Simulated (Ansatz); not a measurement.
# Ti2Co (Fd-3m) in Ansatz: notebook

One crystal, Ti2Co, is run at these levels: PBEsol; tasks: single point.

Program: Ansatz 0.2.0. These are calculated values, not measurements. Logs are shortened: lines on timing, memory, paths and dates and some standing lists are left out, and cuts for length are marked.

### 1 The crystal as given

Symmetry: Fd-3m, No. 227, cubic system. The conventional cell has a = 6.730 Å, b = 6.730 Å, c = 6.730 Å, α = 90.00°, β = 90.00°, γ = 90.00°. Co (site symmetry -43m) has 12 Ti at 2.79 Å and 4 Co at 2.91 Å as nearest neighbours. Around Ti (site symmetry -3m) lie 6 Ti at 2.38 Å.

### 2 Single point, PBEsol

input.yaml reads:

```yaml
crystal:
  lattice:
    - [0.0, 3.365, 3.365]
    - [3.365, 0.0, 3.365]
    - [3.365, 3.365, 0.0]
  atoms:
    - { symbol: Co, position: [0.75, 0.75, 0.75] }
    - { symbol: Co, position: [0.5, 0.5, 0.5] }
    - { symbol: Ti, position: [0.125, 0.625, 0.125] }
    - { symbol: Ti, position: [0.125, 0.125, 0.625] }
    - { symbol: Ti, position: [0.625, 0.125, 0.125] }
    - { symbol: Ti, position: [0.125, 0.125, 0.125] }
hamiltonian:
  xc: pbesol
  pseudopotentials: { kind: paw }
kpoints:
  mp_grid: { grid: [7, 7, 7] }
scf:
  occupations: { method: fermi_dirac, width: 0.05 }
output:
  forces: true
  stress: true
  eigenvalues: true
```

Potentials or basis: Ansatz PAW.

The run is started by

```
$ ansatz run input.yaml --threads 2 --pin off --max-ram 5632MiB --backend cpu --events-out ev --progress --plain --runs-dir out
```

Standard output:

```text
Warning: RAYON_NUM_THREADS=2 ignored (pool sized by the plan → 2); use --threads N
Engine: ansatz 0.2.0, aarch64-unknown-linux-gnu
Pseudopotentials: kind: paw
Pseudopotential: Co, paw, valence charge 17, recommended cutoff 420 eV (normal), Co.paw.azcp
Pseudopotential: Ti, paw, valence charge 12, recommended cutoff 420 eV (normal), Ti.paw.azcp
Functional definition: PBEsol
  exchange = pbesol_x
  correlation = pbesol_c
Crystal: 6 atoms, lattice volume = 76.205 Å³
Basis set: ecut = 420 eV, 1459 PW (Γ), exchange–correlation on 64×64×64 points (8 copies of the dense FFT grid, shifted against one another)
Bands: 50, of which v1, the nominal top of the filled ones, is band 41 counted from 1 (40 counted from 0)
Symmetry: 48 space group operations
Space group: Fd-3m (ITA 227), of the structure as read, at distance tolerance 4.2e-5 Å
k-points: 20 of 343
Non-local potential: Co, projectors of the file, l = 0: 3, l = 1: 2, l = 2: 3, l = 3: 1
Non-local potential: Ti, projectors of the file, l = 0: 3, l = 1: 2, l = 2: 3, l = 3: 1
PAW form: soft (Blöchl's): semilocal exchange-correlation on the pseudo side does not see the compensation charge
PAW frozen core: Co, regenerated for the run's functional, and the local potential with it (the file was generated under x = pbe(κ = 0.804, μ = 0.2195149727645171), c = pbe(β = 0.06672455060314922))
PAW frozen core: Ti, regenerated for the run's functional, and the local potential with it (the file was generated under x = pbe(κ = 0.804, μ = 0.2195149727645171), c = pbe(β = 0.06672455060314922))
PAW one-centre angular grid: Co, 590 points (default); XC on 64 Gauss nodes
PAW one-centre angular grid: Ti, 590 points (default); XC on 64 Gauss nodes
Initial density: superposition of atomic densities (neutral atoms: chi_scale 0, normalization atom), corrected by the library's trained network
Initial wavefunctions: pseudopotential atomic-orbital guess
Functional: x = pbesol(κ = 0.804, μ = 0.12345679012345678), c = pbesol(β = 0.046)
SCF iter   1: F=—  HF=-20078.711470 eV  |F-HF|=—  |Δ(HF+E_count)|=         —  Δρ=4.94e-2  dr2=1.42e0  ethr=1.77e-3  ⟨swp⟩=5.0  Hψ=3309  notcnv=0  defer=4
preconditioner: auto → Kerker (q_TF=auto, 2.762 Å⁻¹)  [metal: Δε(μ)=0.025 eV  Ē_g=3.421 eV  σ=0.050 eV  W_gap=0.12  n_scr=26 (ndim 8)  ℏωp=24.8 eV  f_vac=0.000  D(μ)=8.64/eV (n_scr^D=112)]
SCF iter   2: F=—  HF=-20078.632981 eV  |F-HF|=—  |Δ(HF+E_count)|=   7.85e-2  Δρ=1.60e-2  dr2=1.78e-1  ethr=1.74e-3  ⟨swp⟩=2.0  Hψ=1282  notcnv=0  defer=26
SCF iter   3: F=—  HF=-20078.625214 eV  |F-HF|=—  |Δ(HF+E_count)|=   7.77e-3  Δρ=3.27e-3  dr2=9.59e-3  ethr=2.17e-4  ⟨swp⟩=1.9  Hψ=1017  notcnv=0  defer=26
SCF iter   4: F=—  HF=-20078.625087 eV  |F-HF|=—  |Δ(HF+E_count)|=   1.27e-4  Δρ=6.94e-4  dr2=1.36e-4  ethr=1.17e-5  ⟨swp⟩=2.0  Hψ=1179  notcnv=0  defer=26
SCF iter   5: F=—  HF=-20078.625122 eV  |F-HF|=—  |Δ(HF+E_count)|=   3.44e-5  Δρ=1.03e-4  dr2=4.76e-6  ethr=1.66e-7  ⟨swp⟩=2.4  Hψ=1614  notcnv=0  defer=26
SCF iter   6: F=—  HF=-20078.625110 eV  |F-HF|=—  |Δ(HF+E_count)|=   1.20e-5  Δρ=7.26e-5  dr2=3.48e-6  ethr=5.80e-9  ⟨swp⟩=2.0  Hψ=1767  notcnv=0  defer=26
SCF iter   7: F=-20078.625109 eV  HF=-20078.625109 eV  |F-HF|=2.06e-8  |Δ(HF+E_count)|=   1.92e-7  Δρ=7.85e-6  dr2=3.62e-8  ethr=1.22e-10  ⟨swp⟩=7.3  Hψ=4042  notcnv=0
SCF 1 converged in 7 iterations: F = -20078.625109 eV  dr2 = 3.62e-8
SCF converged after 7 iterations
Free energy (F): -20078.625109 eV
Harris-Foulkes:  -20078.625109 eV  (|F-HF|=2.06e-8)
Internal energy: -20078.550977 eV  (E = F + TS)
E sigma→0 (E₀):  -20078.588043 eV
Entropy (-TS):   -0.074133 eV (-12.355 meV/atom)
Fermi energy:    17.031832 eV
--- Per-component energies (eV) ---
  E_band       = -937.532168
  E_kinetic    = 2032.310733
  E_local      = -8945.165299  (includes V_loc(G=0)·N_el)
  E_nonlocal   = 952.694820
  E_hartree    = 3797.588958
  E_xc         = -711.504039
  E_vxc        = -907.408969  (∫ρ·V_xc dr)
  E_paw        = -7060.604494  (= ΣΔE_a)
  E_vpaw       = -1665.152862  (= ΣTr[D̂ρ^β])
  E_aug_tail   = 0.000560  (compensation charges beyond the density's cutoff)
  E_ewald      = -10144.806592
  E_core_change = 0.934376  (= ΣΔE_core)
  E_smearing   = -0.074133  (= −TS)
  E_closure    = 0.000000  (closes the sum)
  Σ components = -20078.625109   (vs F -20078.625109, Δ=0.00e0)
--- Forces (eV/Å), atoms counted from 1 ---
  atom   1  Co     0.00000000     0.00000000    -0.00000000
  atom   2  Co     0.00000000    -0.00000000     0.00000000
  atom   3  Ti     0.00000000    -0.00000000     0.00000000
  atom   4  Ti     0.00000000    -0.00000000    -0.00000000
  atom   5  Ti     0.00000000    -0.00000000     0.00000000
  atom   6  Ti     0.00000000    -0.00000000    -0.00000000
  max |Σ_I F_I| component: 6.94e-18 eV/Å
--- Stress (GPa, compression-positive) ---
       15.458397      -0.000000       0.000000
       -0.000000      15.458397       0.000000
        0.000000       0.000000      15.458397
  P = ⅓ Tr σ = 15.4584 GPa (154.584 kbar)
--- Band table (eV; the first three rows and the last of 20) ---
  k-point 0: bands = ["-77.0953", "-77.0913", "-40.5007", "-40.5007", "-40.5007", "-40.4846", "-40.4846", "-40.4846", "-38.9785", "-38.2504", "-38.2504", "-38.2504", "-17.1778", "-15.7263", "-15.7263", "-15.7263", "-15.2561", "-15.2561", "-14.1730", "-14.1730", "-14.1730", "-13.9319", "-13.9319", "-13.9319", "10.5185", "12.6837", "14.4551", "14.4551", "14.4551", "14.7551", "14.7551", "14.7551", "15.5680", "15.5680", "16.0101", "16.0101", "16.0359", "16.0359", "16.0359", "17.1233", "17.1233", "17.1341", "17.1341", "17.1341", "21.0510", "21.0510", "21.0510", "21.3479", "21.3479", "21.3479"]
  k-point 1: bands = ["-77.0952", "-77.0914", "-40.5010", "-40.5010", "-40.5006", "-40.4852", "-40.4843", "-40.4843", "-38.9530", "-38.2790", "-38.2506", "-38.2506", "-17.0868", "-15.7040", "-15.6843", "-15.6843", "-15.2353", "-15.2353", "-14.2299", "-14.2299", "-14.1728", "-14.0730", "-13.9482", "-13.9482", "10.7605", "12.8993", "14.4216", "14.5366", "14.5366", "14.5869", "14.8545", "14.8545", "15.6170", "15.6170", "16.0348", "16.0348", "16.0578", "16.0885", "16.0885", "17.0865", "17.0865", "17.1155", "17.2317", "17.2317", "20.3985", "20.6023", "20.6023", "21.0164", "21.0248", "21.0248"]
  k-point 2: bands = ["-77.0948", "-77.0918", "-40.5015", "-40.5015", "-40.5009", "-40.4859", "-40.4838", "-40.4838", "-38.8858", "-38.3528", "-38.2511", "-38.2511", "-16.8634", "-15.6117", "-15.5934", "-15.5934", "-15.1496", "-15.1496", "-14.4504", "-14.4090", "-14.4090", "-14.1724", "-13.9692", "-13.9692", "11.4429", "13.3629", "13.9820", "14.6828", "14.6938", "14.6938", "15.1334", "15.1334", "15.6411", "15.6411", "16.0138", "16.1390", "16.1390", "16.2641", "16.2641", "16.9693", "16.9693", "17.0468", "17.6255", "17.6255", "19.1266", "19.5896", "19.5896", "20.0091", "20.7615", "20.7615"]
  k-point 19: bands = ["-77.0936", "-77.0931", "-40.5051", "-40.5038", "-40.4946", "-40.4914", "-40.4822", "-40.4819", "-38.6742", "-38.5746", "-38.2527", "-38.2522", "-16.1768", "-15.8429", "-15.3313", "-15.2965", "-15.0913", "-15.0284", "-14.7589", "-14.7557", "-14.4870", "-14.4095", "-14.2459", "-14.0933", "13.3845", "13.5320", "14.3384", "14.5787", "15.1330", "15.2211", "15.4042", "15.4812", "15.6025", "15.8492", "15.9707", "16.0795", "16.3020", "16.5066", "16.6037", "16.7543", "16.8142", "16.8938", "17.8804", "17.9208", "17.9549", "18.5704", "18.6176", "19.1756", "19.6857", "19.9467"]
```

It took 2.9 s on 2 threads of Arm Neoverse V1, shared host; peak memory 0.4 GiB.

What came out:

| Property | Result |
| --- | --- |
| Free energy | -20078.6251 eV |
| Pressure | 15.5 GPa |
| Band gap on the k mesh | none (metal or under the smearing width) |

Levels at points of the mesh, in eV from the Fermi level:
```tsv
k point	band 39	band 40	band 41	band 42	band 43	band 44
(0.00, 0.00, 0.00)	-1.00	0.09	0.09	0.10	0.10	0.10
```

Caveat: the PAW data sets come from PBE, with cores solved anew for the run's functional, which leaves a small shift of forces and pressure. Spin polarisation is off, so any magnetic state and its effect on volume and gap are missing.

### 3 Single point, PBEsol, collinear spin, ferromagnetic start

input.yaml reads:

```yaml
crystal:
  lattice:
    - [0.0, 3.365, 3.365]
    - [3.365, 0.0, 3.365]
    - [3.365, 3.365, 0.0]
  atoms:
    - { symbol: Co, position: [0.75, 0.75, 0.75], spin: 2.0 }
    - { symbol: Co, position: [0.5, 0.5, 0.5], spin: 2.0 }
    - { symbol: Ti, position: [0.125, 0.625, 0.125], spin: 1.0 }
    - { symbol: Ti, position: [0.125, 0.125, 0.625], spin: 1.0 }
    - { symbol: Ti, position: [0.625, 0.125, 0.125], spin: 1.0 }
    - { symbol: Ti, position: [0.125, 0.125, 0.125], spin: 1.0 }
hamiltonian:
  xc: pbesol
  pseudopotentials: { kind: paw }
magnetization:
  spin_polarized: true
kpoints:
  mp_grid: { grid: [7, 7, 7] }
scf:
  occupations: { method: fermi_dirac, width: 0.05 }
output:
  forces: true
  stress: true
  eigenvalues: true
```

Potentials or basis: Ansatz PAW.

The run is started by

```
$ ansatz run input.yaml --threads 2 --pin off --max-ram 5632MiB --backend cpu --events-out ev --progress --plain --runs-dir out
```

It took 12 s on 2 threads of Arm Neoverse V1, shared host; peak memory 0.48 GiB.

The run converged. Its results:

| Item | Value |
| --- | --- |
| Free energy | -20078.6300 eV |
| Pressure | 15.9 GPa |
| Band gap on the k mesh | none (metal or under the smearing width) |
| Net moment | 0.94 μB per cell |
| Absolute moment | 1.25 μB per cell |
| Site moments | Co +0.49; Ti +0.01 μB |

Levels at points of the mesh, in eV from the Fermi level:
Spin up:
```csv
k point,band 40,band 41,band 42,band 43,band 44,band 45
"(0.00, 0.00, 0.00)",-0.08,-0.08,-0.08,-0.05,-0.05,4.02
```
Spin down:
```csv
k point,band 38,band 39,band 40,band 41,band 42,band 43
"(0.00, 0.00, 0.00)",-0.84,-0.84,0.18,0.18,0.22,0.22
```

Caveat: the PAW data sets come from PBE, with cores solved anew for the run's functional, which leaves a small shift of forces and pressure.

### 4 Single point, PBEsol, collinear spin, ferromagnetic start

input.yaml reads:

```yaml
crystal:
  lattice:
    - [0.0, 3.365, 3.365]
    - [3.365, 0.0, 3.365]
    - [3.365, 3.365, 0.0]
  atoms:
    - { symbol: Co, position: [0.75, 0.75, 0.75], spin: 3.5 }
    - { symbol: Co, position: [0.5, 0.5, 0.5], spin: 3.5 }
    - { symbol: Ti, position: [0.125, 0.625, 0.125], spin: 2.5 }
    - { symbol: Ti, position: [0.125, 0.125, 0.625], spin: 2.5 }
    - { symbol: Ti, position: [0.625, 0.125, 0.125], spin: 2.5 }
    - { symbol: Ti, position: [0.125, 0.125, 0.125], spin: 2.5 }
hamiltonian:
  xc: pbesol
  pseudopotentials: { kind: paw }
magnetization:
  spin_polarized: true
kpoints:
  mp_grid: { grid: [7, 7, 7] }
scf:
  occupations: { method: fermi_dirac, width: 0.05 }
output:
  forces: true
  stress: true
  eigenvalues: true
```

The run is started by

```
$ ansatz run input.yaml --threads 2 --pin off --max-ram 5632MiB --backend cpu --events-out ev --progress --plain --runs-dir out
```

Run time: 21 s. Hardware: 2 threads of Arm Neoverse V1, shared host; peak memory 0.5 GiB.

It converged, with:

| Quantity | Value |
| --- | --- |
| Free energy | -20078.6300 eV |
| Pressure | 15.9 GPa |
| Band gap on the k mesh | none (metal or under the smearing width) |
| Net moment | 0.94 μB per cell |
| Absolute moment | 1.25 μB per cell |
| Site moments | Co +0.49; Ti +0.01 μB |

Levels at points of the mesh, in eV from the Fermi level:
Spin up:
```tsv
k point	band 38	band 39	band 40	band 41	band 42	band 43	band 44	band 45	band 46	band 47
(0.00, 0.00, 0.00)	-1.18	-1.18	-0.08	-0.08	-0.08	-0.05	-0.05	4.02	4.02	4.02
```
Spin down:
| k point | band 38 | band 39 | band 40 | band 41 | band 42 | band 43 |
| --- | --- | --- | --- | --- | --- | --- |
| (0.00, 0.00, 0.00) | -0.84 | -0.84 | 0.18 | 0.18 | 0.22 | 0.22 |

Caveat: the PAW data sets come from PBE, with cores solved anew for the run's functional, which leaves a small shift of forces and pressure; the starting moments weren't kept.

### 5 Single point, PBEsol, non-collinear spin, random start

input.yaml reads:

```yaml
crystal:
  lattice:
    - [0.0, 3.365, 3.365]
    - [3.365, 0.0, 3.365]
    - [3.365, 3.365, 0.0]
  atoms:
    - { symbol: Co, position: [0.75, 0.75, 0.75], spin: 2.13, spin_axis: [-1.297, 0.508, -1.612] }
    - { symbol: Co, position: [0.5, 0.5, 0.5], spin: 1.39, spin_axis: [-1.072, -0.311, -0.829] }
    - { symbol: Ti, position: [0.125, 0.625, 0.125], spin: 0.69, spin_axis: [-0.644, -0.229, 0.096] }
    - { symbol: Ti, position: [0.125, 0.125, 0.625], spin: 0.17, spin_axis: [-0.101, -0.113, -0.077] }
    - { symbol: Ti, position: [0.625, 0.125, 0.125], spin: 0.07, spin_axis: [0.021, -0.055, -0.038] }
    - { symbol: Ti, position: [0.125, 0.125, 0.125], spin: 0.66, spin_axis: [-0.573, 0.316, -0.084] }
hamiltonian:
  xc: pbesol
  pseudopotentials: { kind: paw }
magnetization:
  noncollinear: true
  spin_orbit: false
kpoints:
  mp_grid: { grid: [5, 5, 5] }
scf:
  occupations: { method: fermi_dirac, width: 0.05 }
output:
  forces: true
  stress: true
  eigenvalues: true
```

The run is started by

```
$ ansatz run input.yaml --threads 2 --pin off --max-ram 5632MiB --backend cpu --events-out ev --progress --plain --runs-dir out
```

Run time: 6.4 min. Hardware: 2 threads of Arm Neoverse V1, shared host; peak memory 1.6 GiB.

The run converged. Its results:

* Free energy: -20078.5997 eV
* Pressure: 16.2 GPa
* Band gap on the k mesh: none (metal or under the smearing width)
* Net moment: 1.37 μB per cell
* Absolute moment: 1.64 μB per cell

Levels at points of the mesh, in eV from the Fermi level:
```
           k point  band 78  band 79  band 80  band 81  band 82  band 83  band 84  band 85  band 86  band 87
(0.00, 0.00, 0.00)    -0.82    -0.14    -0.14    -0.14    -0.11    -0.11     0.21     0.21     0.25     0.25
```

Moments on the atoms (μB; x, y, z):
```
Co  -0.39  0.03 -0.40
Co  -0.39  0.03 -0.40
Ti  -0.05  0.00 -0.05
Ti  -0.05  0.00 -0.05
Ti  -0.05  0.00 -0.05
Ti  -0.05  0.00 -0.05
```

Caveat: the PAW data sets come from PBE, with cores solved anew for the run's functional, which leaves a small shift of forces and pressure; the starting moments weren't kept.

### 6 Overview

| spin | k mesh | gap on the mesh (eV) | pressure (GPa) | moment (μB) |
| --- | --- | --- | --- | --- |
| off | 7 × 7 × 7 | none | 15.5 | - |
| collinear, ferromagnetic start | 7 × 7 × 7 | none | 15.9 | 0.94 |
| non-collinear, random start | 5 × 5 × 5 | none | 16.2 | 1.37 |

Alike in all rows: task single point; level PBEsol; potentials or basis Ansatz PAW; cell as given; cutoff (eV) 420; smearing fermi-dirac 0.05 eV.

Every run on the cell as given and a fine mesh finds a metal.

Caveats: the PAW data sets come from PBE, with cores solved anew for the run's functional, which leaves a small shift of forces and pressure; the starting moments weren't kept (some runs).

Total energies depend on the potentials used, so only differences within one code and one set of settings carry meaning.
